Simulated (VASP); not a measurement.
# ZnSe (F-43m) in VASP: settings compared

The runs below take ZnSe through band structure, with PBE0, HSE06.

Program: VASP 6.6.1. These are calculated values, not measurements. Logs are shortened: lines on timing, memory, paths and dates and some standing lists are left out, and cuts for length are marked.

**What was measured.**

“Alloy Disordering Effects on the Thermal Conductivity and Energy Gap Temperature Dependence of Cd1−xZnxSe Ternary Crystals Grown by the Bridgman Method”, 2023, pmc:10253836 reports, for a bulk crystal of ZnSe at 300 K: band gap 2.695 ± 0.003 eV (an exciton energy, a little under the gap).

How close the calculation comes is told below.

## Step 1: Starting point

Symmetry: F-43m, No. 216, cubic system. Conventional cell: a = 5.641 Å, b = 5.641 Å, c = 5.641 Å, α = 90.00°, β = 90.00°, γ = 90.00°. Zn (site symmetry -43m) is surrounded by 4 Se at 2.44 Å. Se (site symmetry -43m) has 4 Zn at 2.44 Å as nearest neighbours.

## Step 2: Band structure, PBE0

POSCAR

```
ZnSe                                    
1.0
    0.0000000000      2.8206646091      2.8206646091
    2.8206646091      0.0000000000      2.8206646091
    2.8206646091      2.8206646091      0.0000000000
  Zn              Se            
     1     1
Direct
     0.0000000000000000    0.0000000000000000    0.0000000000000000
     0.2500000000000000    0.2500000000000000    0.2500000000000000
```

INCAR.step1

```
ALGO = Normal ; EDIFF = 1E-5
ENCUT = 520 ; GGA = PE
ISIF = 2 ; ISMEAR = 0
KPAR = 4 ; LASPH = T
LCHARG = F ; LREAL = F
LWAVE = T ; NBANDS = 16
NELM = 80 ; PREC = Accurate
SIGMA = 0.03
```

INCAR.step2

```
AEXX = 0.25 ; ALGO = Normal
EDIFF = 1E-6 ; ENCUT = 520
GGA = PE ; HFRCUT = -1
ISIF = 2 ; ISMEAR = 0
ISTART = 1 ; KPAR = 4
LASPH = T ; LCHARG = F
LHFCALC = T ; LREAL = F
LWAVE = F ; NBANDS = 16
NELM = 80 ; PREC = Accurate
PRECFOCK = Fast ; SIGMA = 0.03
```

KPOINTS

```
k-points
0
Gamma
  6 6 6
```

KPOINTS_OPT

```
explicit points
9
Reciprocal
 0.0000000000  0.0000000000  0.0000000000 1
 0.3750000000  0.3750000000  0.7500000000 1
 0.5000000000  0.5000000000  0.5000000000 1
 0.6250000000  0.2500000000  0.6250000000 1
 0.5000000000  0.2500000000  0.7500000000 1
 0.5000000000  0.0000000000  0.5000000000 1
 0.4000000000  0.0000000000  0.4000000000 1
 0.4250000000  0.0000000000  0.4250000000 1
 0.4500000000  0.0000000000  0.4500000000 1
```

Potentials or basis: VASP PAW PBE potentials, release 64 (Zn, Se).

Command:

```bash
$ cat potpaw_PBE.64/Zn/POTCAR potpaw_PBE.64/Se/POTCAR > POTCAR
$ cp INCAR.step1 INCAR
$ mpirun -np 4 vasp_std > vasp.out
$ cp INCAR.step2 INCAR
$ mpirun -np 4 vasp_std > vasp.out
```

OUTCAR:

```text
AEXX = 0.25
   EDIFF = 1E-6
   ENCUT = 520
   GGA = PE
   ISIF = 2
   ISMEAR = 0
   ISTART = 1
   LASPH = T
   LHFCALC = T
   LREAL = F
   NELM = 80
   PREC = Accurate
   PRECFOCK = Fast

 ion  position               nearest neighbor table
   1  0.000  0.000  0.000-   2 2.44   2 2.44   2 2.44   2 2.44
   2  0.250  0.250  0.250-   1 2.44   1 2.44   1 2.44   1 2.44

  LATTYP: Found a face centered cubic cell.
 ALAT       =     5.6413292182

  Lattice vectors:

 A1 = (   0.0000000000,   2.8206646091,   2.8206646091)
 A2 = (   2.8206646091,   0.0000000000,   2.8206646091)
 A3 = (   2.8206646091,   2.8206646091,   0.0000000000)

Analysis of symmetry for initial positions (statically):
=====================================================================
 Subroutine PRICEL returns:
 Original cell was already a primitive cell.

 Routine SETGRP: Setting up the symmetry group for a
 face centered cubic supercell.

 Subroutine GETGRP returns: Found 24 space group operations
 (whereof 24 operations were pure point group operations)
 out of a pool of 48 trial point group operations.

The static configuration has the point symmetry T_d .

Analysis of symmetry for dynamics (positions and initial velocities):
=====================================================================
 Subroutine PRICEL returns:
 Original cell was already a primitive cell.

 Routine SETGRP: Setting up the symmetry group for a
 face centered cubic supercell.

 Subroutine GETGRP returns: Found 24 space group operations
 (whereof 24 operations were pure point group operations)
 out of a pool of 48 trial point group operations.

The dynamic configuration has the point symmetry T_d .

 Subroutine INISYM returns: Found 24 space group operations
 (whereof 24 operations are pure point group operations),
 and found     1 'primitive' translations

----------------------------------------------------------------------------------------

                                     Primitive cell

  volume of cell :      44.8833

  direct lattice vectors                    reciprocal lattice vectors
     0.000000000  2.820664609  2.820664609    -0.177263188  0.177263188  0.177263188
     2.820664609  0.000000000  2.820664609     0.177263188 -0.177263188  0.177263188
     2.820664609  2.820664609  0.000000000     0.177263188  0.177263188 -0.177263188

  length of vectors
     3.989022145  3.989022145  3.989022145     0.307028847  0.307028847  0.307028847

  position of ions in fractional coordinates (direct lattice)
     0.000000000  0.000000000  0.000000000
     0.250000000  0.250000000  0.250000000

  ion indices of the primitive-cell ions
   primitive index   ion index
                 1           1
                 2           2

----------------------------------------------------------------------------------------

 KPOINTS: k-points

Automatic generation of k-mesh.
 Grid dimensions read from file:
 generate k-points for:    6    6    6

 Generating k-lattice:

  Cartesian coordinates                     Fractional coordinates (reciprocal lattice)
    -0.029543865  0.029543865  0.029543865     0.166666667  0.000000000  0.000000000
     0.029543865 -0.029543865  0.029543865     0.000000000  0.166666667  0.000000000
     0.029543865  0.029543865 -0.029543865     0.000000000  0.000000000  0.166666667

  Length of vectors
     0.051171475  0.051171475  0.051171475

  Shift w.r.t. Gamma in fractional coordinates (k-lattice)
     0.000000000  0.000000000  0.000000000

 Subroutine IBZKPT returns following result:
 ===========================================

 Found     16 irreducible k-points:

 Following reciprocal coordinates:
            Coordinates               Weight
  0.000000  0.000000  0.000000      1.000000
  0.166667  0.000000  0.000000      8.000000
  0.333333  0.000000  0.000000      8.000000
  0.500000  0.000000  0.000000      4.000000
  0.166667  0.166667  0.000000      6.000000
  0.333333  0.166667  0.000000     24.000000
[... 8 lines left out ...]
 -0.333333  0.333333  0.166667     24.000000
 -0.333333  0.500000  0.166667     12.000000
   k-points           NKPTS =     16   k-points in BZ     NKDIM =    216   number of bands    NBANDS=     16
   number of dos      NEDOS =    301   number of ions     NIONS =      2
   total plane-waves  NPLWV =  27000
   dimension x,y,z NGX =    30 NGY =   30 NGZ =   30
   dimension x,y,z NGXF=    60 NGYF=   60 NGZF=   60
   ions per type =               1   1
   NGX,Y,Z   is equivalent  to a cutoff of  12.50, 12.50, 12.50 a.u.
   NGXF,Y,Z  is equivalent  to a cutoff of  25.01, 25.01, 25.01 a.u.
 SYSTEM =  unknown system
   PREC   = accura    normal or accurate (medium, high low for compatibility)
   ISTART =      1    job   : 0-new  1-cont  2-samecut
   ICHARG =      0    charge: 1-file 2-atom 10-const
   ISPIN  =      1    spin polarized calculation?
   LNONCOLLINEAR =      F non collinear calculations
   LSORBIT =      F    spin-orbit coupling
   LASPH  =      T    aspherical Exc in radial PAW
   ENCUT  =  520.0 eV  38.22 Ry    6.18 a.u.   7.42  7.42  7.42*2*pi/ulx,y,z
   NELM   =     80;   NELMIN=  2; NELMDL=  0     # of ELM steps
   EDIFF  = 0.1E-05   stopping-criterion for ELM
   LREAL  =      F    real-space projection
   EDIFFG = 0.1E-04   stopping-criterion for IOM
   NSW    =      0    number of steps for IOM
   IBRION =     -1    ionic relax: 0-MD 1-quasi-New 2-CG
   NFREE  =      0    steps in history (QN), initial steepest desc. (CG)
   ISIF   =      2    stress and relaxation
   ISYM   =      3    0-nonsym 1-usesym 2-fastsym
   POTIM  = 0.5000    time-step for ionic-motion
   TEBEG  =    0.0;   TEEND  =   0.0 temperature during run
   PSTRESS=    0.0 pullay stress
   NELECT =      18.0000    total number of electrons
   NUPDOWN=      -1.0000    fix difference up-down
   EMIN   =  10.00;   EMAX   =-10.00  energy-range for DOS
   EFERMI =   0.00;   METHOD = LEGACY
   ISMEAR =     0;   SIGMA  =   0.03  broadening in eV -4-tet -1-fermi 0-gaus
   EFERMI_NEDOS =   21; number of points for ismear=-14 and -15
   IALGO  =     38    algorithm
   IMIX   =      1    mixing-type and parameters
     AMIX     =   0.40;   BMIX     =  1.00
     AMIX_MAG =   1.60;   BMIX_MAG =  1.00
  volume/ion in A,a.u.               =      22.44       151.44
  Fermi-wavevector in a.u.,A,eV,Ry     =   1.207269  2.281408 19.830486  1.457500
  Thomas-Fermi vector in A             =   2.342912
   LORBIT       =      0    0 simple, 1 ext, 2 COOP (PROOUT), +10 PAW based schemes
   GGA     = PE    functional components
   LHFCALC =     T    Hartree Fock is set to
   PRECFOCK=fast      Normal, Fast or Accurate (Low or Medium for compatibility)
   ENCUT4O =  -1.0   cutoff for four orbital integrals eV
   NKREDX  =     1    reduce k-point grid by
   NKREDY  =     1    reduce k-point grid by
   NKREDZ  =     1    reduce k-point grid by
   AEXX    =    0.2500 exact exchange contribution
   HFSCREEN=    0.0000 screening length (either q_TF or 0.3 A-1)
   HFSCREENC=   0.0000 screening length for correlation (either q_TF or 0.3 A-1)
   ENCUTFOCK=  -1.0 apply spherical cutoff to Coloumb kernel
   IVDW    =     0    specifies the selected vdW correction
   LEPSILON=     F    determine dielectric tensor
   LRPA    =     F    only Hartree local field effects (RPA)
 non-spin polarized calculation
 Gauss-broadening in eV      SIGMA  =   0.03
  energy-cutoff  :      520.00
  volume of cell :       44.88
 maximum number of plane-waves:      1243
 NGX is ok and might be reduce to    30
  NGX = 18; NGY = 18; NGZ = 18

 number of electron      18.0000001 magnetization

 Free energy of the ion-electron system (eV)
  ---------------------------------------------------
  ext. energy  EPLUGINS =         0.00000000
  ---------------------------------------------------
  free energy    TOTEN  =        -7.95669662 eV

  energy without entropy =       -7.95669662  energy(sigma->0) =       -7.95669662

 E-fermi :   0.8635     XC(G=0):  -7.4081

 val. band max:        0.7299349953   @ k =   0.0000   0.0000   0.0000
 cond. band min:       3.8329263125   @ k =   0.0000   0.0000   0.0000
 fundamental gap:      3.1029913172
 Fermi energy:         0.8634512995

 k-point     1 :       0.0000    0.0000    0.0000
  band No.  band energies     occupation
      1     -13.8264      2.00000
      2      -7.5628      2.00000
      3      -7.5628      2.00000
      4      -7.5628      2.00000
      5      -7.2210      2.00000
      6      -7.2210      2.00000
[... 8 lines left out ...]
     15      14.2060      0.00000
     16      14.2060      0.00000

 k-point     2 :       0.1667    0.0000    0.0000
  band No.  band energies     occupation
      1     -13.6286      2.00000
      2      -7.5379      2.00000
      3      -7.5379      2.00000
      4      -7.5243      2.00000
      5      -7.2230      2.00000
      6      -7.2230      2.00000
[... 8 lines left out ...]
     15      13.1060      0.00000
     16      13.7922      0.00000

 k-point     3 :       0.3333    0.0000    0.0000
  band No.  band energies     occupation
      1     -13.1886      2.00000
      2      -7.4953      2.00000
      3      -7.4953      2.00000
      4      -7.3217      2.00000
      5      -7.2167      2.00000
      6      -7.2167      2.00000
[... 8 lines left out ...]
     15      13.7924      0.00000
     16      13.7924      0.00000

 k-point     4 :       0.5000    0.0000    0.0000
  band No.  band energies     occupation
      1     -12.9359      2.00000
      2      -7.4796      2.00000
      3      -7.4796      2.00000
      4      -7.2069      2.00000
      5      -7.2069      2.00000
      6      -7.0304      2.00000
[... 8 lines left out ...]
     15      16.0467      0.00000
     16      16.0467      0.00000
[... 172 lines left out ...]
 k-point    14 :       0.5000    0.3333    0.1667
  band No.  band energies     occupation
      1     -12.8825      2.00000
      2      -7.4472      2.00000
      3      -7.4318      2.00000
      4      -7.3116      2.00000
      5      -7.2056      2.00000
      6      -7.1058      2.00000
[... 8 lines left out ...]
     15      15.8533      0.00000
     16      17.3733      0.00000

 k-point    15 :      -0.3333    0.3333    0.1667
  band No.  band energies     occupation
      1     -12.7127      2.00000
      2      -7.4393      2.00000
      3      -7.4067      2.00000
      4      -7.2582      2.00000
      5      -7.2218      2.00000
      6      -6.9226      2.00000
[... 8 lines left out ...]
     15      15.9604      0.00000
     16      17.0773      0.00000

 k-point    16 :      -0.3333    0.5000    0.1667
  band No.  band energies     occupation
      1     -12.6338      2.00000
      2      -7.4292      2.00000
      3      -7.3729      2.00000
      4      -7.2905      2.00000
      5      -7.2066      2.00000
      6      -6.8959      2.00000
[... 8 lines left out ...]
     15      16.8122      0.00000
     16      17.0846      0.00000

------------------------ aborting loop because EDIFF is reached ----------------------------------------

  FORCE on cell =-STRESS in cart. coord.  units (eV):
  Direction    XX          YY          ZZ          XY          YZ          ZX
  --------------------------------------------------------------------------------------
  -------------------------------------------------------------------------------------
  Total        0.5380393      0.5380393      0.5380393     -0.0000000     -0.0000000     -0.0000000
  in kB       19.2061469     19.2061469     19.2061469     -0.0000000     -0.0000000     -0.0000000
  external PRESSURE =      19.2061469 kB  Pullay stress =       0.0000000 kB

 VOLUME and BASIS-vectors are now :
 -----------------------------------------------------------------------------
  energy-cutoff  :      520.00
  volume of cell :       44.88
      direct lattice vectors                 reciprocal lattice vectors
     0.000000000  2.820664609  2.820664609    -0.177263188  0.177263188  0.177263188
     2.820664609  0.000000000  2.820664609     0.177263188 -0.177263188  0.177263188
     2.820664609  2.820664609  0.000000000     0.177263188  0.177263188 -0.177263188

 POSITION                                       TOTAL-FORCE (eV/Angst)
 -----------------------------------------------------------------------------------
      0.00000      0.00000      0.00000        -0.000000     -0.000000      0.000000
      1.41033      1.41033      1.41033         0.000000      0.000000     -0.000000
 -----------------------------------------------------------------------------------
    total drift:                                0.000104      0.000080      0.000061

  FREE ENERGIE OF THE ION-ELECTRON SYSTEM (eV)
  ---------------------------------------------------
  free  energy   TOTEN  =        -7.9566966175 eV

  energy  without entropy=       -7.9566966175  energy(sigma->0) =       -7.95669662
```

Wall time 7.1 min (4 MPI ranks of AMD EPYC 9R14 (Zen 4), shared host); peak memory 0.2 GiB.

What came out:

```
Free energy             : -7.9567 eV
Pressure                : 1.9 GPa
Band gap on the k mesh  : 3.10 eV, direct
Band gap along the path : 3.10 eV, direct
```

Caveat: the PAW data sets were made with another functional, which shifts forces and pressure a little.

(Part 1 of 2 ends here.)
